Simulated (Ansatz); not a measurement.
Output of an Ansatz run (abridged):

```
WARN ansatz: RAYON_NUM_THREADS=1 ignored (pool sized by the plan → 1); use --threads N
Pseudopotentials: kind: paw
Pseudopotential: Na, paw, valence charge 9
Pseudopotential: Br, paw, valence charge 7
Crystal: 2 atoms, lattice volume = 52.400 Å³
Basis set: ecut = 420 eV, 965 PW (Γ), exchange–correlation on 60×60×60 points (8 copies of the dense FFT grid, shifted against one another)
Bands: 12, of which v1, the nominal top of the filled ones, is band 8 counted from 1 (7 counted from 0)
Symmetry: 8 space group operations
Space group: I4mm (ITA 107), of the structure as read, at distance tolerance 3.7e-5 Å
k-points: 40 of 343 (time reversal used)
Initial density: superposition of atomic densities (neutral atoms: chi_scale 0, normalization atom), corrected by the library's trained network
Initial wavefunctions: pseudopotential atomic-orbital guess
Eigensolver: davidson
Functional: x = pbe(κ = 0.804, μ = 0.2195149727645171), c = pbe(β = 0.06672455060314922)
SCF iter   1: F=—  HF=-4272.754294 eV  |F-HF|=—  |Δ(HF+E_count)|=         —  Δρ=7.74e-4  dr2=5.73e-4  ethr=1.77e-3  ⟨swp⟩=6.2  Hψ=2960  notcnv=0
all-band conjugate gradients solve this SCF's bands
preconditioner: auto → none
SCF iter   2: F=—  HF=-4272.754647 eV  |F-HF|=—  |Δ(HF+E_count)|=   3.53e-4  Δρ=9.60e-4  dr2=8.88e-4  ethr=3.58e-6  ⟨swp⟩=2.5  Hψ=1313  notcnv=0
SCF iter   3: F=—  HF=-4272.754426 eV  |F-HF|=—  |Δ(HF+E_count)|=   2.21e-4  Δρ=5.26e-4  dr2=2.75e-4  ethr=3.58e-6  ⟨swp⟩=2.0  Hψ=613  notcnv=0
SCF iter   4: F=—  HF=-4272.754355 eV  |F-HF|=—  |Δ(HF+E_count)|=   7.15e-5  Δρ=2.27e-4  dr2=5.25e-5  ethr=1.72e-6  ⟨swp⟩=2.0  Hψ=616  notcnv=0
SCF iter   5: F=—  HF=-4272.754357 eV  |F-HF|=—  |Δ(HF+E_count)|=   2.93e-6  Δρ=7.97e-5  dr2=6.43e-6  ethr=3.28e-7  ⟨swp⟩=2.1  Hψ=581  notcnv=0
SCF iter   6: F=—  HF=-4272.754356 eV  |F-HF|=—  |Δ(HF+E_count)|=   1.41e-6  Δρ=4.66e-5  dr2=2.22e-6  ethr=4.02e-8  ⟨swp⟩=1.0  Hψ=480  notcnv=0
SCF iter   7: F=—  HF=-4272.754356 eV  |F-HF|=—  |Δ(HF+E_count)|=   5.18e-7  Δρ=2.55e-5  dr2=6.64e-7  ethr=1.39e-8  ⟨swp⟩=1.0  Hψ=480  notcnv=0
SCF iter   8: F=-4272.754355 eV  HF=-4272.754355 eV  |F-HF|=3.91e-8  |Δ(HF+E_count)|=   1.99e-7  Δρ=7.52e-6  dr2=5.69e-8  ethr=6.25e-10  ⟨swp⟩=3.2  Hψ=1727  notcnv=0
SCF 1 converged in 8 iterations: F = -4272.754355 eV  dr2 = 5.69e-8
SCF converged after 8 iterations
Free energy (F): -4272.754355 eV
Harris-Foulkes:  -4272.754355 eV  (|F-HF|=3.91e-8)
Internal energy: -4272.754355 eV  (E = F + TS)
E sigma→0 (E₀):  -4272.754355 eV
Fermi energy:    3.682797 eV
--- Per-component energies (eV) ---
  E_band       = -234.006831
  E_kinetic    = 255.398551
  E_local      = -1552.632174  (includes V_loc(G=0)·N_el)
  E_nonlocal   = 185.433917
  E_hartree    = 542.089977
  E_xc         = -304.545452
  E_vxc        = -155.008715  (∫ρ·V_xc dr)
  E_paw        = -2509.739155  (= ΣΔE_a)
  E_vpaw       = -51.380895  (= ΣTr[D̂ρ^β])
  E_aug_tail   = -0.000026  (compensation charges beyond the density's cutoff)
  E_ewald      = -888.759993
  E_smearing   = -0.000000  (= −TS)
  E_closure    = -0.000000  (closes the sum)
  Σ components = -4272.754355   (vs F -4272.754355, Δ=0.00e0)
--- Forces (eV/Å), atoms counted from 1 ---
  atom   1  Na    -0.00000000     0.00000000    -0.06356304
  atom   2  Br    -0.00000000    -0.00000000     0.06356256
  max |Σ_I F_I| component: 4.86e-7 eV/Å
--- Stress (GPa, compression-positive) ---
        1.032957       0.000000       0.000000
        0.000000       1.032957       0.000000
        0.000000       0.000000       1.111299
  P = ⅓ Tr σ = 1.0591 GPa (10.591 kbar)
  The stress holds the Pulay correction. Without it, at fixed plane waves, as pw.x and ABINIT print it: P = 1.0513 GPa
--- Band table (eV; the first three rows and the last of 40) ---
  k-point 0: bands = ["-48.0601", "-19.9740", "-19.9738", "-19.9738", "-11.2688", "1.5656", "1.5665", "1.5665", "5.7712", "11.4233", "11.4233", "11.4241"]
  k-point 1: bands = ["-48.0600", "-19.9770", "-19.9741", "-19.9740", "-11.2164", "1.0226", "1.5095", "1.5101", "6.4535", "10.8308", "11.6404", "11.6410"]
  k-point 2: bands = ["-48.0599", "-19.9839", "-19.9746", "-19.9745", "-11.0946", "0.1146", "1.3884", "1.3890", "7.4699", "10.6238", "11.5085", "11.5109"]
  k-point 39: bands = ["-48.0596", "-19.9847", "-19.9799", "-19.9780", "-10.9197", "-0.1797", "0.6460", "0.9253", "8.0596", "8.9525", "12.0049", "13.8271"]
```

The structure:

```xyz
2
Lattice="0.0000 2.9701 2.9701 2.9701 0.0000 2.9701 2.9701 2.9701 0.0000" Properties=species:S:1:pos:R:3 pbc="T T T"
Na     0.0000     0.0000     0.0500
Br     2.9701     2.9701     2.9701
```

Reconstruct the input of this run.

Other spellings and defaults could give the same log, and not every line can be read from it. The input that was run (DFT, PBE, plane waves, default PAW files):

Ansatz 0.2 input:
```yaml
# NaBr
crystal:
  lattice:
    - [0.000000, 2.970075, 2.970075]
    - [2.970075, 0.000000, 2.970075]
    - [2.970075, 2.970075, 0.000000]
  atoms:
    - { symbol: Na, position: [0.008417, 0.008417, -0.008417] }
    - { symbol: Br, position: [0.500000, 0.500000, 0.500000] }
basis:
  ecutwfc: 420.0 eV
kpoints:
  mp_grid: { grid: [7, 7, 7] }
hamiltonian:
  xc: pbe
  pseudopotentials: { kind: paw }
scf:
  occupations: { method: fermi_dirac, width: 0.02 eV }
output:
  forces: true
  eigenvalues: true
  stress: true
```

The starting cell has typed, rounded lattice constants, without a prior relaxation at this level. Its lattice was rescaled by up to half a per cent. One atom was moved a little off its site on purpose. Ansatz's pressure includes its estimate of the finite-basis (Pulay) stress.

Ansatz is a first-principles code.
